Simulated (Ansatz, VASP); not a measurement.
## Two plane-wave programs on BeTe

```
Te Be
1.0
     0.00000    2.77000    2.77000
     2.77000    0.00000    2.77000
     2.77000    2.77000    0.00000
Te Be
1 1
Direct
  0.75000 0.75000 0.75000
  0.00000 0.00000 0.00000
```

Alike in both runs: task band structure; functional PBEsol0; k mesh 4 × 4 × 4; occupations fermi-dirac, width 0.05 eV; no spin polarisation.

```csv
,VASP,Ansatz
version,VASP 6.6.1,Ansatz 0.2.0
potentials or method,"VASP PAW PBE potentials, release 64 (Te, Be)",Ansatz PAW
plane-wave cutoff (eV),520,420
valence electrons in the cell,8,18
```

```tsv
	VASP	Ansatz	Ansatz less VASP
gap on the k mesh at the Fermi level (eV)	3.15	3.14	-0.013
least direct gap on the mesh (eV)	5.17	5.13	-0.039
pressure (GPa)	2.3	2.4	+0.13
```

The two sets of potentials don't hold the same shells in valence.

Caveats: the k mesh is coarse (spacing up to 0.49 Å⁻¹), so the values aren't converged, least of all with exact exchange; spin-orbit coupling is left out, which moves the levels of the heavy elements; an unscreened hybrid on a path of extra k points without a Coulomb cutoff has errors near the mesh points, so the bands along the path aren't reliable (VASP); the PAW data sets were made with another functional, which shifts forces and pressure a little (VASP); the PAW data sets come from PBE, with cores solved anew for the run's functional, which leaves a small shift of forces and pressure (Ansatz); the thresholds are loose for stress (Ansatz). A k mesh can miss the band edges.
